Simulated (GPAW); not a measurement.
# MoS2 (P6_3/mmc) in GPAW: a series of runs

One crystal, MoS2, is run at these levels: r2SCAN, PBE, PBE+U; tasks: band structure, dielectric tensor.

All numbers are computed with GPAW 26.7.0; they aren't measurements. Logs are shortened: lines on timing, memory, paths and dates and some standing lists are left out, and cuts for length are marked. The log counts tension as positive stress, the text compression.

**What was measured.**

“Multiwavelength excitation Raman Scattering Analysis of bulk and 2 dimensional MoS2: Vibrational properties of atomically thin MoS2 layers”, 2015, arxiv:1506.03228 reports, for a bulk crystal of MoS2 at 300 K: band gap 1.3 eV (indirect).

The runs below are set against these values where they give the same quantity.

**1. The structure**

The structure is hexagonal, space group P6_3/mmc (No. 194). The conventional cell has a = 3.169 Å, b = 3.169 Å, c = 12.324 Å, α = 90.00°, β = 90.00°, γ = 120.00°. Mo (site symmetry -6m2) is surrounded by 6 S at 2.41 Å. S (site symmetry 3m) is surrounded by 3 Mo at 2.41 Å.

**2. Band structure, r2SCAN**

run.py reads:

```python
from ase import Atoms
from ase.dft.bandgap import bandgap
from ase.io import write
from ase.units import GPa
from gpaw import GPAW, PW

atoms = Atoms(['Mo', 'Mo', 'S', 'S', 'S', 'S'],
              cell=[[3.169, 0.0, 0.0],
                    [-1.5845, 2.7444345046, 0.0],
                    [0.0, 0.0, 12.324]],
              scaled_positions=[[0.6666666667, 0.3333333333, 0.75],
                                [0.3333333333, 0.6666666667, 0.25],
                                [0.6666666667, 0.3333333333, 0.377],
                                [0.3333333333, 0.6666666667, 0.877],
                                [0.6666666667, 0.3333333333, 0.123],
                                [0.3333333333, 0.6666666667, 0.623]],
              pbc=True)

calc = GPAW(mode=PW(600),
            xc='MGGA_X_R2SCAN+MGGA_C_R2SCAN',
            kpts={'size': (6, 6, 2), 'gamma': True},
            occupations={'name': 'fermi-dirac', 'width': 0.05},
            nbands=46,
            convergence={'density': 1e-05, 'energy': 1e-05},
            maxiter=150,
            txt='gpaw.txt')
atoms.calc = calc
energy = atoms.get_potential_energy()
forces = atoms.get_forces()
stress = atoms.get_stress()
calc.write('gs.gpw')
write('result.traj', atoms)
print(f'Energy: {energy:.6f} eV')
print('Forces (eV/A):')
print(forces.round(4))
print('Stress (GPa):', (stress / GPa).round(3))
print('Fermi level:', round(calc.get_fermi_level(), 4), 'eV')
print(f'Gap: {bandgap(calc)[0]:.4f} eV, direct: {bandgap(calc, direct=True)[0]:.4f} eV')

path = atoms.cell.bandpath('GMKGALHA,LM,KH', npoints=60, eps=1e-4)
bs_calc = calc.fixed_density(kpts=path, symmetry='off', nbands=69,
                             convergence={'bands': 'CBM+6.0', 'eigenstates': 1e-6}, txt='bands.txt')
bs = bs_calc.band_structure()
bs.write('bs.json')
print(f'Gap on the path: {bandgap(bs_calc)[0]:.4f} eV')
```

Potentials or basis: GPAW PAW data sets (gpaw-data 1.2.1), pw.

Run with:

```bash
$ OMP_NUM_THREADS=1 python run.py
```

gpaw.txt:

```text
__  _  _
 | _ |_)|_||  |
 |__||  | ||/\| - 26.7.0

Input parameters:
  mode=PW(ecut=600.0),
  convergence={'density': 1e-05, 'energy': 1e-05},
  kpts=MonkhorstPack(size=(6, 6, 2), gamma=True),
  maxiter=150,
  nbands=46,
  occupations=Occupations(name='fermi-dirac', width=0.05),
  xc=XC(name='MGGA_X_R2SCAN+MGGA_C_R2SCAN')

Diagonalizing LCAO Hamiltonian
Converting LCAO to pw mode

        S

           Mo
        S

           S
        Mo

           S

Atoms  # Å, Bohr magnetons
|   | symbol |         x |        y |         z |    initial magnetic moments |
|---|--------|-----------|----------|-----------|-----------------------------|
| 0 |     Mo |  1.584500 | 0.914812 |  9.243000 | ( 0.0000,  0.0000,  0.0000) |
| 1 |     Mo | -0.000000 | 1.829623 |  3.081000 | ( 0.0000,  0.0000,  0.0000) |
| 2 |      S |  1.584500 | 0.914812 |  4.646148 | ( 0.0000,  0.0000,  0.0000) |
| 3 |      S | -0.000000 | 1.829623 | 10.808148 | ( 0.0000,  0.0000,  0.0000) |
| 4 |      S |  1.584500 | 0.914812 |  1.515852 | ( 0.0000,  0.0000,  0.0000) |
| 5 |      S | -0.000000 | 1.829623 |  7.677852 | ( 0.0000,  0.0000,  0.0000) |

Unit cell  # Å
| periodic |         x |        y |         z |   lengths |     angles |
|----------|-----------|----------|-----------|-----------|------------|
|      yes |  3.169000 | 0.000000 |  0.000000 |  3.169000 |  90.000000 |
|      yes | -1.584500 | 2.744435 |  0.000000 |  3.169000 |  90.000000 |
|      yes |  0.000000 | 0.000000 | 12.324000 | 12.324000 | 120.000000 |

Number of symmetries: 12
Symmetry operations  # r_c * U_cc + t_c -> r_c
|    | kind |            matrix            |
|----|------|------------------------------|
|  0 |  σ   |  1, 1, 0,  0,-1, 0,  0, 0, 1 |
|  1 |  S6  |  1, 1, 0, -1, 0, 0,  0, 0,-1 |
|  2 |  E   |  1, 0, 0,  0, 1, 0,  0, 0, 1 |
|  3 |  C2  |  1, 0, 0, -1,-1, 0,  0, 0,-1 |
|  4 |  C2  |  0, 1, 0,  1, 0, 0,  0, 0,-1 |
|  5 |  C3  |  0, 1, 0, -1,-1, 0,  0, 0, 1 |
|  6 |  S6  |  0,-1, 0,  1, 1, 0,  0, 0,-1 |
|  7 |  σ   |  0,-1, 0, -1, 0, 0,  0, 0, 1 |
|  8 |  σ   | -1, 0, 0,  1, 1, 0,  0, 0, 1 |
|  9 |  i   | -1, 0, 0,  0,-1, 0,  0, 0,-1 |
| 10 |  C3  | -1,-1, 0,  1, 0, 0,  0, 0, 1 |
| 11 |  C2  | -1,-1, 0,  0, 1, 0,  0, 0,-1 |

BZ-sampling:
  Number of BZ points: 72
  Number of IBZ points: 14

  Monkhorst-Pack size: [6, 6, 2]
  Monkhorst-Pack shift: [0.08333333333333333, 0.08333333333333333, 0.25]

K-points  # in reciprocal-cell coordinates
|     |                                coordinates |     weight |
|-----|--------------------------------------------|------------|
|   0 | (  0.00000000,   0.00000000,   0.00000000) | 0.01388889 |
|   1 | (  0.00000000,   0.00000000,   0.50000000) | 0.01388889 |
|   2 | (  0.16666667,   0.00000000,   0.00000000) | 0.08333333 |
|   3 | (  0.16666667,   0.00000000,   0.50000000) | 0.08333333 |
|   4 | (  0.33333333,  -0.16666667,   0.00000000) | 0.08333333 |
|   5 | (  0.33333333,  -0.16666667,   0.50000000) | 0.08333333 |
|   6 | (  0.33333333,   0.00000000,   0.00000000) | 0.08333333 |
|   7 | (  0.33333333,   0.00000000,   0.50000000) | 0.08333333 |
|   8 | (  0.33333333,   0.33333333,   0.00000000) | 0.02777778 |
|   9 | (  0.33333333,   0.33333333,   0.50000000) | 0.02777778 |
| ... |                                            |            |
|  13 | (  0.50000000,   0.50000000,   0.50000000) | 0.04166667 |

Plane wave coefficients: 3614
Cutoff: 600.0 eV

Spin-components: 1 (collinear spins)
Bands:           46
Projectors:      32
Spin-degeneracy: 2
Datatype:        complex128

Parallelization:
  kpt:    1
  domain: 1
  band:   1

Density:
  Valence electrons: 52.0
  Components: 1
  Grid points: [18 18 70]
  Charge: 0.0  # |e|

Potential:
  Grid points: [18 18 70]

species:
  Mo:
    name:    Molybdenum
    Z:       42.0
    valence: 14
    core:    28
    charge:  0.0  # [|e|]
    compensation charges:
      type: gauss
      rc: 0.38  # [Å]
      lmax: 2
    cutoffs:
      filter: 2.16  # [Å]
      core: 1.42  # [Å]
    projectors
    | kind |    occ | energy [eV] | rcut [Å] |
    |------|--------|-------------|----------|
    |   4s |  2.000 |     -64.307 |    1.238 |
    |   5s |  1.000 |      -4.084 |    1.238 |
    |   4p |  6.000 |     -38.491 |    1.296 |
    |   5p |  0.000 |      -1.044 |    1.296 |
    |   4d |  5.000 |      -3.754 |    1.296 |
    |    d |        |      23.458 |    1.296 |

    Using partial waves for Mo as LCAO basis

  S:
    name:    Sulfur
    Z:       16.0
    valence: 6
    core:    10
    charge:  0.0  # [|e|]
    compensation charges:
      type: gauss
      rc: 0.24  # [Å]
      lmax: 2
    cutoffs:
      filter: 1.77  # [Å]
      core: 1.66  # [Å]
    projectors
    | kind |    occ | energy [eV] | rcut [Å] |
    |------|--------|-------------|----------|
    |   3s |  2.000 |     -17.254 |    0.974 |
    |   3p |  4.000 |      -7.008 |    0.979 |
    |    s |        |       9.957 |    0.974 |
    |    p |        |      20.203 |    0.979 |
    |    d |        |       0.000 |    0.900 |

    Using partial waves for S as LCAO basis

Reference energy: -263698.624853  # eV

eigensolver:
  PPCG
  Converge bands: occupied
  niter=2

density mixing:
  MSR1-Mixer
  Pratt-step length: 0.05
  Maximum mixing coefficient: 0.75
  Old densities: 10
  SVD Regularization: 0.005
  Good broyden scale: 1.0
  Trust region scale: 1.0
  Backstep threshold: 4.0
  History deletion threshold: 6.0
  Fourier metric: weight=20.0, sigma=0.015

occupation numbers:
  Fermi-Dirac:
    width: 0.0500  # eV

poisson solver:
  ecut: 4800.0  # eV

xc functional:
  name: MGGA_X_R2SCAN+MGGA_C_R2SCAN with 2 nearest neighbor stencil

convergence criteria:
- Maximum integral of absolute [dens]ity change: 1e-05 electrons / valence electron
- Maximum [total energy] change in last 3 cyles: 1e-05 eV / valence electron
- Maximum integral of absolute [eigenst]ate change: 4e-08 eV^2 / valence electron
maximum number of iterations: 150

SCF iterations
|iter     | |      energy | eigst |  dens |
|---------|-|-------------|-------|-------|
|iter:   1| | -100.972010 | +0.61 |       |
|iter:   2| |  -85.022360 | -0.91 | -1.00 |
|iter:   3| |  -83.018133 | -0.90 | -1.04 |
|iter:   4| |  -83.086123 | -2.13 | -1.53 |
|iter:   5| |  -83.151266 | -2.32 | -1.74 |
|iter:   6| |  -83.116547 | -3.17 | -2.07 |
|iter:   7| |  -83.115207 | -3.47 | -2.39 |
|iter:   8| |  -83.115076 | -4.69 | -2.90 |
|iter:   9| |  -83.115067c| -5.50 | -3.41 |
|iter:  10| |  -83.115069c| -6.74 | -4.18 |
|iter:  11| |  -83.115069c| -8.00c| -4.70 |
|iter:  12| |  -83.115069c| -8.34c| -5.33c|

Converged in 12 steps
Energy contributions relative to reference atoms: (reference = -263698.624853)

Energy contributions:
  Kinetic:         -26.224089
  Coulomb:          13.499807
  Zero:             -0.776372
  External:          0.000000
  Xc:              -69.614414
  Entropy:          -0.000004
  Spinorbit:         0.000000
  ----------------------------
  Free energy:     -83.115071
  Extrapolated:    -83.115069

dipole moment: (0.000001, 0.000002, 0.000007)  # |e|*Ang

Fermi level: 8.508
Eigenvalues  # (at kpt = [0.000, 0.000, 0.000])
| band index |      eig [eV] | occ [0-2] |
|------------|---------------|-----------|
|          0 |       -55.516 |     2.000 |
|        ... |               |           |
|         18 |         4.650 |     2.000 |
|         19 |         5.758 |     2.000 |
|         20 |         5.758 |     2.000 |
|         21 |         5.808 |     2.000 |
|         22 |         5.808 |     2.000 |
|         23 |         6.770 |     2.000 |
[... 8 lines left out ...]
|         32 |        10.623 |     0.000 |
|         33 |        10.623 |     0.000 |
|        ... |               |           |
|         45 |        21.063 |     0.000 |

Gap: 0.989 eV
Transition (v -> c):
  (s=0, k=0, n=25, [0.00, 0.00, 0.00]) -> (s=0, k=4, n=26, [0.33, -0.17, 0.00])
Direct/indirect transitions are different
Direct gap: 1.753 eV
Transition at: (s=0, k=8, n=25, [0.33, 0.33, 0.00])

Forces  # eV/Ang
|       x |        y |        z |
|---------|----------|----------|
| 0.00000 | -0.00000 | -0.00003 |  # Mo   0
| 0.00000 |  0.00000 |  0.00003 |  # Mo   1
| 0.00000 | -0.00000 | -0.23023 |  # S    2
| 0.00000 |  0.00000 | -0.23020 |  # S    3
| 0.00000 | -0.00000 |  0.23020 |  # S    4
| 0.00000 |  0.00000 |  0.23023 |  # S    5

Stress tensor  # eV/Ang^3
|         x |         y |         z |
|-----------|-----------|-----------|
| -0.007805 | -0.000000 |  0.000000 |
| -0.000000 | -0.007805 | -0.000000 |
|  0.000000 | -0.000000 |  0.000363 |

# Writing to gs.gpw (mode='')
```

It took 17 min on 1 thread of Arm Neoverse N1, shared host; peak memory 0.67 GiB.

Results:

```yaml
Free_energy: -83.1151 eV
Pressure: 0.8 GPa
Largest_force: 0.230 eV/Å
Band_gap_on_the_k_mesh: 0.99 eV, indirect (least direct gap 1.75 eV)
Band_gap_along_the_path: 0.98 eV, indirect (least direct gap 1.75 eV)
```

Forces in eV/Å, atoms in the order of the input:
```
Mo   0.000  0.000  0.000
Mo   0.000  0.000  0.000
S    0.000  0.000 -0.230
S    0.000  0.000 -0.230
S    0.000  0.000  0.230
S    0.000  0.000  0.230
```

Levels at the corners of the path, in eV from the valence-band top:
| point | band 23 | band 24 | band 25 | band 26 | band 27 | band 28 | band 29 | band 30 |
| --- | --- | --- | --- | --- | --- | --- | --- | --- |
| Γ | -2.25 | -1.29 | -1.17 | 0.00 | 2.24 | 2.24 | 2.27 | 2.27 |
| M | -1.87 | -1.67 | -1.44 | -1.32 | 1.68 | 1.72 | 2.08 | 2.34 |
| K | -2.85 | -2.85 | -0.80 | -0.65 | 1.11 | 1.11 | 1.98 | 2.99 |
| Γ | -2.25 | -1.29 | -1.17 | 0.00 | 2.24 | 2.24 | 2.27 | 2.27 |
| A | -2.28 | -2.28 | -0.28 | -0.28 | 2.25 | 2.25 | 2.25 | 2.25 |
| L | -1.77 | -1.77 | -1.37 | -1.37 | 1.70 | 1.70 | 2.22 | 2.22 |
| H | -3.03 | -3.03 | -0.73 | -0.73 | 1.11 | 1.11 | 2.44 | 2.44 |
| A | -2.28 | -2.28 | -0.28 | -0.28 | 2.25 | 2.25 | 2.25 | 2.25 |
| L | -1.77 | -1.77 | -1.37 | -1.37 | 1.70 | 1.70 | 2.22 | 2.22 |
| M | -1.87 | -1.67 | -1.44 | -1.32 | 1.68 | 1.72 | 2.08 | 2.34 |
| K | -2.85 | -2.85 | -0.80 | -0.65 | 1.11 | 1.11 | 1.98 | 2.99 |
| H | -3.03 | -3.03 | -0.73 | -0.73 | 1.11 | 1.11 | 2.44 | 2.44 |

Caveat: the PAW data sets were made with another functional, which shifts forces and pressure a little.

**3. Dielectric tensor, PBE**

run.py reads:

```python
import numpy as np
from ase import Atoms
from ase.dft.bandgap import bandgap
from ase.io import write
from gpaw import GPAW, PW
from gpaw.response.df import DielectricFunction

atoms = Atoms(['Mo', 'Mo', 'S', 'S', 'S', 'S'],
              cell=[[3.169, 0.0, 0.0],
                    [-1.5845, 2.7444345046, 0.0],
                    [0.0, 0.0, 12.324]],
              scaled_positions=[[0.6666666667, 0.3333333333, 0.75],
                                [0.3333333333, 0.6666666667, 0.25],
                                [0.6666666667, 0.3333333333, 0.377],
                                [0.3333333333, 0.6666666667, 0.877],
                                [0.6666666667, 0.3333333333, 0.123],
                                [0.3333333333, 0.6666666667, 0.623]],
              pbc=True)

calc = GPAW(mode=PW(450),
            xc='PBE',
            kpts={'size': (8, 8, 2), 'gamma': True},
            occupations={'name': 'fermi-dirac', 'width': 0.001},
            nbands=46,
            convergence={'density': 1e-06},
            maxiter=150,
            txt='gpaw.txt')
atoms.calc = calc
energy = atoms.get_potential_energy()
calc.write('gs.gpw')
write('result.traj', atoms)
print(f'Energy: {energy:.6f} eV')
print('Fermi level:', round(calc.get_fermi_level(), 4), 'eV')
print(f'Gap: {bandgap(calc)[0]:.4f} eV, direct: {bandgap(calc, direct=True)[0]:.4f} eV')

for size in [(12, 12, 3)]:
    name = 'x'.join(str(n) for n in size)
    dense = calc.fixed_density(kpts={'size': size, 'gamma': True},
                               nbands=80, convergence={'bands': 74, 'eigenstates': 1e-7},
                               update_fermi_level=True, txt=f'dense-{name}.txt')
    dense.write(f'{name}.gpw', mode='all')
    df = DielectricFunction(f'{name}.gpw', frequencies=np.array([0.0]), hilbert=False, eta=0.001,
                            ecut=80, nbands=74, intraband=False, txt=f'df-{name}.txt')
    for xc in ['RPA']:
        for direction in ['x', 'y', 'z', [0, 1, 1], [1, 0, 1], [1, 1, 0]]:
            e0, e = df.get_macroscopic_dielectric_constant(xc=xc, direction=direction)
            print(f'{name} {xc} {direction}: {e0:.4f} without, {e:.4f} with local fields')
```

Potentials or basis: GPAW PAW data sets (gpaw-data 1.2.1), pw.

Run with:

```bash
$ OMP_NUM_THREADS=1 python run.py
```

gpaw.txt:

```text
__  _  _
 | _ |_)|_||  |
 |__||  | ||/\| - 26.7.0

Input parameters:
  mode=PW(ecut=450.00000000000006),
  convergence={'density': 1e-06},
  kpts=MonkhorstPack(size=(8, 8, 2), gamma=True),
  maxiter=150,
  nbands=46,
  occupations=Occupations(name='fermi-dirac', width=0.001),
  xc=XC(name='PBE')

Diagonalizing LCAO Hamiltonian
Converting LCAO to pw mode

        S

           Mo
        S

           S
        Mo

           S

Atoms  # Å, Bohr magnetons
|   | symbol |         x |        y |         z |    initial magnetic moments |
|---|--------|-----------|----------|-----------|-----------------------------|
[... 164 lines left out ...]
|---------|-|-------------|-------|-------|
|iter:   1| |  -47.141019 | +0.50 |       |
|iter:   2| |  -46.287033 | -1.16 | -0.98 |
|iter:   3| |  -44.237378 | -1.13 | -1.05 |
|iter:   4| |  -44.121733 | -1.97 | -1.46 |
|iter:   5| |  -44.123697 | -2.58 | -1.77 |
|iter:   6| |  -44.116753c| -3.08 | -2.04 |
|iter:   7| |  -44.111567c| -4.05 | -2.53 |
|iter:   8| |  -44.111469c| -5.31 | -3.06 |
|iter:   9| |  -44.111478c| -6.23 | -3.56 |
|iter:  10| |  -44.111478c| -7.59c| -4.39 |
|iter:  11| |  -44.111478c| -8.10c| -4.96 |
|iter:  12| |  -44.111478c| -8.63c| -5.59 |
|iter:  13| |  -44.111478c| -9.16c| -6.12c|

Converged in 13 steps
Energy contributions relative to reference atoms: (reference = -263698.624853)

Energy contributions:
  Kinetic:          -1.076006
  Coulomb:         -11.072684
  Zero:             -0.354549
  External:          0.000000
  Xc:              -31.608239
  Entropy:          -0.000000
  Spinorbit:         0.000000
  ----------------------------
  Free energy:     -44.111478
  Extrapolated:    -44.111478

dipole moment: (0.000001, 0.000002, 0.000007)  # |e|*Ang

Fermi level: 9.076
Eigenvalues  # (at kpt = [0.000, 0.000, 0.000])
| band index |      eig [eV] | occ [0-2] |
|------------|---------------|-----------|
|          0 |       -53.402 |     2.000 |
|        ... |               |           |
|         18 |         4.937 |     2.000 |
|         19 |         6.019 |     2.000 |
|         20 |         6.019 |     2.000 |
|         21 |         6.065 |     2.000 |
|         22 |         6.065 |     2.000 |
|         23 |         6.993 |     2.000 |
[... 8 lines left out ...]
|         32 |        10.600 |     0.000 |
|         33 |        10.600 |     0.000 |
|        ... |               |           |
|         45 |        20.563 |     0.000 |

Gap: 0.973 eV
Transition (v -> c):
  (s=0, k=0, n=25, [0.00, 0.00, 0.00]) -> (s=0, k=8, n=26, [0.38, -0.12, 0.00])
Direct/indirect transitions are different
Direct gap: 1.911 eV
Transition at: (s=0, k=12, n=25, [0.38, 0.38, 0.00])
# Writing to gs.gpw (mode='')
```

df-12x12x3.txt:

```text
FrequencyGridDescriptor(from 0.000 to 0.000 eV, 1 points)
FrequencyGridDescriptor(from 0.000 to 0.000 eV, 1 points)

Calculating chi0 body with:
    Ground state adapter containing:
    Number of spins: 1
    Number of kpoints: 432
    Number of irreducible kpoints: 50
    Number of completely occupied states: 26
    Number of partially occupied states: 26

    Linear response parametrization:
    q_c: [0.0, 0.0, 0.0]
    Number of frequency points: 1
    Planewave cutoff: 80.0
    Number of bands: 74
    Number of planewaves: 167
    Broadening (eta): 0.001

Integrating chi0 body.

Symmetries of q_c:
    Direct symmetries (Uq -> q): 12
    Indirect symmetries (TUq -> q): 0
In total 12 allowed symmetries.

Integral kind: response function

Calculating chi0 optical extensions with:
    Ground state adapter containing:
    Number of spins: 1
    Number of kpoints: 432
    Number of irreducible kpoints: 50
    Number of completely occupied states: 26
    Number of partially occupied states: 26

    Linear response parametrization:
    Number of frequency points: 1
    Planewave cutoff: 80.0
    Number of bands: 74
    Number of planewaves: 167
    Broadening (eta): 0.001
Integrating chi0 head and wings.

Symmetries of q_c:
    Direct symmetries (Uq -> q): 12
    Indirect symmetries (TUq -> q): 0
In total 12 allowed symmetries.

Integral kind: response function wings

Finished calculating chi0
```

Wall time 5 min (1 thread of Arm Neoverse V2, shared host); peak memory 0.56 GiB.

What came out:

```yaml
Free_energy: -44.1115 eV
Band_gap_on_the_k_mesh: 0.97 eV, indirect (least direct gap 1.91 eV)
Electronic_dielectric_tensor_diagonal: 13.57, 13.57, 5.87
```

Electronic dielectric tensor:
```
13.57  0.00  0.00
 0.00 13.57  0.00
 0.00  0.00  5.87
```

Caveat: the long-wavelength limit can be off by several per cent where d states take part; an odd mesh through Γ misses points on the zone boundary, where band edges often lie; this functional lacks dispersion, which binds the layers, so the pressure and a relaxed spacing across them are unreliable.

(Continued in part 2 of 2.)
